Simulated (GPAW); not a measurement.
The system is MgSe.

```
Se Mg
1.0
     0.00000    2.72550    2.72550
     2.72550    0.00000    2.72550
     2.72550    2.72550    0.00000
Se Mg
1 1
Direct
  0.50000 0.50000 0.50000
  0.00000 0.00000 0.00000
```

```yaml
Program: GPAW 26.7.0
Task: single point
Functional: PBEsol
Potentials_or_basis: PAW data sets generated in the run's folder for this functional
Cutoff: 800 eV
Basis: pw
k_mesh: 8 × 8 × 8
Occupations: fermi-dirac, width 0.05 eV
Spin: no spin polarisation
```

On this cell: pressure 0.0 GPa; largest force zero by symmetry; band gap on the k mesh 1.78 eV, indirect (least direct gap 2.52 eV).

The same run follows on a disturbed copy (atoms moved at random, drawn with an rms of 0.05 Å):

```
Se Mg
1.0
     0.00000    2.72550    2.72550
     2.72550    0.00000    2.72550
     2.72550    2.72550    0.00000
Se Mg
1 1
Direct
  0.48691 0.50455 0.49757
  0.00322 0.99083 0.99151
```

Task: What does the disturbed cell give?

Result: The energy moves by +2.3 meV/atom; pressure 0.1 GPa; largest force 0.153 eV/Å; band gap on the k mesh 1.78 eV, indirect (least direct gap 2.51 eV).

Forces on the atoms (eV/Å):
```
Se  -0.135  0.069  0.017
Mg   0.135 -0.069 -0.017
```

Stress tensor (GPa, compression positive):
```
 0.26  0.02  0.00
 0.02  0.05  0.00
 0.00  0.00 -0.02
```

A k mesh can miss the band edges.
